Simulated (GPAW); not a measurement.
# SnSe (Fm-3m) in GPAW: reference runs

How does SnSe come out in PBE? The cell is run as given.

All numbers are computed with GPAW 26.7.0; they aren't measurements. Logs are shortened: lines on timing, memory, paths and dates and some standing lists are left out, and cuts for length are marked. The log counts tension as positive stress, the text compression.

## (1) Starting point

Symmetry: Fm-3m, No. 225, cubic system. The conventional cell has a = 6.020 Å, b = 6.020 Å, c = 6.020 Å, α = 90.00°, β = 90.00°, γ = 90.00°. Sn (site symmetry m-3m) is surrounded by 6 Se at 3.01 Å. Around Se (site symmetry m-3m) lie 6 Sn at 3.01 Å.

Measurements of this composition are mostly on another form, of space group No. 62.

## (2) Single point, PBE

The input, run.py:

```python
from ase import Atoms
from ase.dft.bandgap import bandgap
from ase.io import write
from ase.units import GPa
from gpaw import GPAW, PW

atoms = Atoms(['Sn', 'Se'],
              cell=[[0.0, 3.01, 3.01],
                    [3.01, 0.0, 3.01],
                    [3.01, 3.01, 0.0]],
              scaled_positions=[[0.0, 0.0, 0.0],
                                [0.5, 0.5, 0.5]],
              pbc=True)

calc = GPAW(mode=PW(600),
            xc='PBE',
            kpts={'size': (8, 8, 8), 'gamma': True},
            occupations={'name': 'fermi-dirac', 'width': 0.05},
            nbands=19,
            convergence={'density': 1e-05, 'energy': 1e-05},
            maxiter=150,
            txt='gpaw.txt')
atoms.calc = calc
energy = atoms.get_potential_energy()
forces = atoms.get_forces()
stress = atoms.get_stress()
calc.write('gs.gpw')
write('result.traj', atoms)
print(f'Energy: {energy:.6f} eV')
print('Forces (eV/A):')
print(forces.round(4))
print('Stress (GPa):', (stress / GPa).round(3))
print('Fermi level:', round(calc.get_fermi_level(), 4), 'eV')
print(f'Gap: {bandgap(calc)[0]:.4f} eV, direct: {bandgap(calc, direct=True)[0]:.4f} eV')
```

Potentials or basis: GPAW PAW data sets (gpaw-data 1.2.1), pw.

On the command line:

```bash
> OMP_NUM_THREADS=1 python run.py
```

gpaw.txt:

```text
__  _  _
 | _ |_)|_||  |
 |__||  | ||/\| - 26.7.0

Input parameters:
  mode=PW(ecut=600.0),
  convergence={'density': 1e-05, 'energy': 1e-05},
  kpts=MonkhorstPack(size=(8, 8, 8), gamma=True),
  maxiter=150,
  nbands=19,
  occupations=Occupations(name='fermi-dirac', width=0.05),
  xc=XC(name='PBE')

Diagonalizing LCAO Hamiltonian
Converting LCAO to pw mode

                Se

       Sn

Atoms  # Å, Bohr magnetons
|   | symbol |        x |        y |        z |    initial magnetic moments |
|---|--------|----------|----------|----------|-----------------------------|
| 0 |     Sn | 0.000000 | 0.000000 | 0.000000 | ( 0.0000,  0.0000,  0.0000) |
| 1 |     Se | 3.010000 | 3.010000 | 3.010000 | ( 0.0000,  0.0000,  0.0000) |

Unit cell  # Å
| periodic |        x |        y |        z |  lengths |    angles |
|----------|----------|----------|----------|----------|-----------|
|      yes | 0.000000 | 3.010000 | 3.010000 | 4.256783 | 60.000000 |
|      yes | 3.010000 | 0.000000 | 3.010000 | 4.256783 | 60.000000 |
|      yes | 3.010000 | 3.010000 | 0.000000 | 4.256783 | 60.000000 |

Number of symmetries: 48
Symmetry operations  # r_c * U_cc + t_c -> r_c
|    | kind |            matrix            |
|----|------|------------------------------|
|  0 |  σ   |  1, 0, 0,  1, 0,-1,  1,-1, 0 |
|  1 |  C2  |  1, 0, 0,  1,-1, 0,  1, 0,-1 |
|  2 |  E   |  1, 0, 0,  0, 1, 0,  0, 0, 1 |
|  3 |  σ   |  1, 0, 0,  0, 0, 1,  0, 1, 0 |
|  4 |  C4  |  1, 0,-1,  1, 0, 0,  1,-1, 0 |
|  5 |  S6  |  1, 0,-1,  1,-1, 0,  1, 0, 0 |
|  6 |  σ   |  1, 0,-1,  0, 1,-1,  0, 0,-1 |
|  7 |  C3  |  1, 0,-1,  0, 0,-1,  0, 1,-1 |
|  8 |  S6  |  1,-1, 0,  1, 0, 0,  1, 0,-1 |
|  9 |  C4  |  1,-1, 0,  1, 0,-1,  1, 0, 0 |
| 10 |  C3  |  1,-1, 0,  0,-1, 1,  0,-1, 0 |
| 11 |  σ   |  1,-1, 0,  0,-1, 0,  0,-1, 1 |
| 12 |  σ   |  0, 1, 0,  1, 0, 0,  0, 0, 1 |
| 13 |  C4  |  0, 1, 0,  0, 1,-1, -1, 1, 0 |
| 14 |  C3  |  0, 1, 0,  0, 0, 1,  1, 0, 0 |
| 15 |  S6  |  0, 1, 0, -1, 1, 0,  0, 1,-1 |
| 16 |  C2  |  0, 1,-1,  1, 0,-1,  0, 0,-1 |
| 17 |  σ   |  0, 1,-1,  0, 1, 0, -1, 1, 0 |
| 18 |  S4  |  0, 1,-1,  0, 0,-1,  1, 0,-1 |
| 19 |  C4  |  0, 1,-1, -1, 1, 0,  0, 1, 0 |
| 20 |  C3  |  0, 0, 1,  1, 0, 0,  0, 1, 0 |
| 21 |  σ   |  0, 0, 1,  0, 1, 0,  1, 0, 0 |
| 22 |  S6  |  0, 0, 1,  0,-1, 1, -1, 0, 1 |
| 23 |  C4  |  0, 0, 1, -1, 0, 1,  0,-1, 1 |
| 24 |  S4  |  0, 0,-1,  1, 0,-1,  0, 1,-1 |
| 25 |  C3  |  0, 0,-1,  0, 1,-1,  1, 0,-1 |
| 26 |  C2  |  0, 0,-1,  0,-1, 0, -1, 0, 0 |
| 27 |  S6  |  0, 0,-1, -1, 0, 0,  0,-1, 0 |
| 28 |  S4  |  0,-1, 1,  1,-1, 0,  0,-1, 0 |
| 29 |  C4  |  0,-1, 1,  0, 0, 1, -1, 0, 1 |
| 30 |  C2  |  0,-1, 1,  0,-1, 0,  1,-1, 0 |
| 31 |  σ   |  0,-1, 1, -1, 0, 1,  0, 0, 1 |
| 32 |  C3  |  0,-1, 0,  1,-1, 0,  0,-1, 1 |
| 33 |  S6  |  0,-1, 0,  0, 0,-1, -1, 0, 0 |
| 34 |  S4  |  0,-1, 0,  0,-1, 1,  1,-1, 0 |
| 35 |  C2  |  0,-1, 0, -1, 0, 0,  0, 0,-1 |
| 36 |  C2  | -1, 1, 0,  0, 1, 0,  0, 1,-1 |
| 37 |  S6  | -1, 1, 0,  0, 1,-1,  0, 1, 0 |
| 38 |  S4  | -1, 1, 0, -1, 0, 1, -1, 0, 0 |
| 39 |  C3  | -1, 1, 0, -1, 0, 0, -1, 0, 1 |
| 40 |  S6  | -1, 0, 1,  0, 0, 1,  0,-1, 1 |
| 41 |  C2  | -1, 0, 1,  0,-1, 1,  0, 0, 1 |
| 42 |  C3  | -1, 0, 1, -1, 1, 0, -1, 0, 0 |
| 43 |  S4  | -1, 0, 1, -1, 0, 0, -1, 1, 0 |
| 44 |  C2  | -1, 0, 0,  0, 0,-1,  0,-1, 0 |
| 45 |  i   | -1, 0, 0,  0,-1, 0,  0, 0,-1 |
| 46 |  σ   | -1, 0, 0, -1, 1, 0, -1, 0, 1 |
| 47 |  C2  | -1, 0, 0, -1, 0, 1, -1, 1, 0 |

BZ-sampling:
  Number of BZ points: 512
  Number of IBZ points: 29

  Monkhorst-Pack size: [8, 8, 8]
  Monkhorst-Pack shift: [0.0625, 0.0625, 0.0625]

K-points  # in reciprocal-cell coordinates
|     |                                coordinates |     weight |
|-----|--------------------------------------------|------------|
|   0 | (  0.00000000,   0.00000000,   0.00000000) | 0.00195312 |
|   1 | (  0.12500000,   0.12500000,   0.00000000) | 0.01171875 |
|   2 | (  0.12500000,   0.12500000,   0.12500000) | 0.01562500 |
|   3 | (  0.25000000,   0.12500000,   0.12500000) | 0.02343750 |
|   4 | (  0.25000000,   0.25000000,   0.00000000) | 0.01171875 |
|   5 | (  0.25000000,   0.25000000,   0.12500000) | 0.04687500 |
|   6 | (  0.25000000,   0.25000000,   0.25000000) | 0.01562500 |
|   7 | (  0.37500000,   0.25000000,  -0.37500000) | 0.04687500 |
|   8 | (  0.37500000,   0.25000000,   0.12500000) | 0.04687500 |
|   9 | (  0.37500000,   0.25000000,   0.25000000) | 0.04687500 |
| ... |                                            |            |
|  28 | (  0.50000000,   0.50000000,   0.50000000) | 0.00781250 |

Plane wave coefficients: 1841
Cutoff: 600.0 eV

Spin-components: 1 (collinear spins)
Bands:           19
Projectors:      11
Spin-degeneracy: 2
Datatype:        complex128

Density:
  Valence electrons: 20.0
  Components: 1
  Grid points: [25 25 25]
  Charge: 0.0  # |e|

Potential:
  Grid points: [25 25 25]

species:
  Sn:
    name:    Tin
    Z:       50.0
    valence: 14
    core:    36
    charge:  0.0  # [|e|]
    compensation charges:
      type: gauss
      rc: 0.38  # [Å]
      lmax: 2
    cutoffs:
      filter: 2.23  # [Å]
      core: 2.35  # [Å]
    projectors
    | kind |    occ | energy [eV] | rcut [Å] |
    |------|--------|-------------|----------|
    |   5s |  2.000 |     -10.538 |    1.201 |
    |   5p |  2.000 |      -3.696 |    1.270 |
    |   4d | 10.000 |     -25.845 |    1.185 |
    |    s |        |      16.674 |    1.201 |
    |    p |        |      23.515 |    1.270 |
    |    d |        |       1.367 |    1.185 |

    Using partial waves for Sn as LCAO basis

  Se:
    name:    Selenium
    Z:       34.0
    valence: 6
    core:    28
    charge:  0.0  # [|e|]
    compensation charges:
      type: gauss
      rc: 0.27  # [Å]
      lmax: 2
    cutoffs:
      filter: 1.77  # [Å]
      core: 2.67  # [Å]
    projectors
    | kind |    occ | energy [eV] | rcut [Å] |
    |------|--------|-------------|----------|
    |   4s |  2.000 |     -17.277 |    0.847 |
    |   4p |  4.000 |      -6.512 |    1.005 |
    |    s |        |       9.935 |    0.847 |
    |    p |        |      20.699 |    1.005 |
    |    d |        |       0.000 |    0.847 |

    Using partial waves for Se as LCAO basis

Reference energy: -234114.225438  # eV

eigensolver:
  PPCG
  Converge bands: occupied
  niter=2

density mixing:
  MSR1-Mixer
  Pratt-step length: 0.05
  Maximum mixing coefficient: 0.75
  Old densities: 10
  SVD Regularization: 0.005
  Good broyden scale: 1.0
  Trust region scale: 1.0
  Backstep threshold: 4.0
  History deletion threshold: 6.0
  Fourier metric: weight=20.0, sigma=0.015

occupation numbers:
  Fermi-Dirac:
    width: 0.0500  # eV

poisson solver:
  ecut: 4800.0  # eV

xc functional:
[... 9 lines left out ...]
|iter     | |      energy | eigst |  dens |
|---------|-|-------------|-------|-------|
|iter:   1| |   -8.558051 | -0.23 |       |
|iter:   2| |   -8.522400 | -2.42 | -1.32 |
|iter:   3| |   -8.407952 | -2.38 | -1.36 |
|iter:   4| |   -8.409800 | -4.04 | -1.97 |
|iter:   5| |   -8.410405 | -4.60 | -2.38 |
|iter:   6| |   -8.410415 | -5.98 | -3.30 |
|iter:   7| |   -8.410417c| -7.02 | -3.84 |
|iter:   8| |   -8.410417c| -7.66c| -4.64 |
|iter:   9| |   -8.410417c| -8.16c| -5.46c|

Converged in 9 steps
Energy contributions relative to reference atoms: (reference = -234114.225438)

Energy contributions:
  Kinetic:          12.525105
  Coulomb:         -12.959145
  Zero:             -0.026984
  External:          0.000000
  Xc:               -7.949369
  Entropy:          -0.000048
  Spinorbit:         0.000000
  ----------------------------
  Free energy:      -8.410441
  Extrapolated:     -8.410417

dipole moment: (-20.422190, -20.422190, -20.422190)  # |e|*Ang

Fermi level: 6.335
Eigenvalues  # (at kpt = [0.000, 0.000, 0.000])
| band index |      eig [eV] | occ [0-2] |
|------------|---------------|-----------|
|          0 |       -15.529 |     2.000 |
|        ... |               |           |
|          2 |       -15.528 |     2.000 |
|          3 |       -15.528 |     2.000 |
|          4 |       -15.528 |     2.000 |
|          5 |        -7.800 |     2.000 |
|          6 |         1.013 |     2.000 |
|          7 |         3.865 |     2.000 |
[... 9 lines left out ...]
|         17 |        14.226 |     0.000 |
|         18 |        14.316 |     0.000 |

Gap: 0.595 eV
Transition (v -> c):
  (s=0, k=28, n=9, [0.50, 0.50, 0.50]) -> (s=0, k=28, n=10, [0.50, 0.50, 0.50])
No difference between direct/indirect transitions

Forces  # eV/Ang
|       x |       y |       z |
|---------|---------|---------|
| 0.00000 | 0.00000 | 0.00000 |  # Sn   0
| 0.00000 | 0.00000 | 0.00000 |  # Se   1

Stress tensor  # eV/Ang^3
|         x |         y |         z |
|-----------|-----------|-----------|
| -0.004719 |  0.000000 |  0.000000 |
|  0.000000 | -0.004719 |  0.000000 |
|  0.000000 |  0.000000 | -0.004719 |

# Writing to gs.gpw (mode='')
```

It took 8.9 s on 1 thread of AMD EPYC 9R14 (Zen 4), shared host; peak memory 0.17 GiB.

Results:

| Property | Result |
| --- | --- |
| Free energy | -8.4104 eV |
| Pressure | 0.8 GPa |
| Band gap on the k mesh | 0.60 eV, direct |

Caveat: spin-orbit coupling is left out, which moves the levels of the heavy elements. A k mesh can miss the band edges.
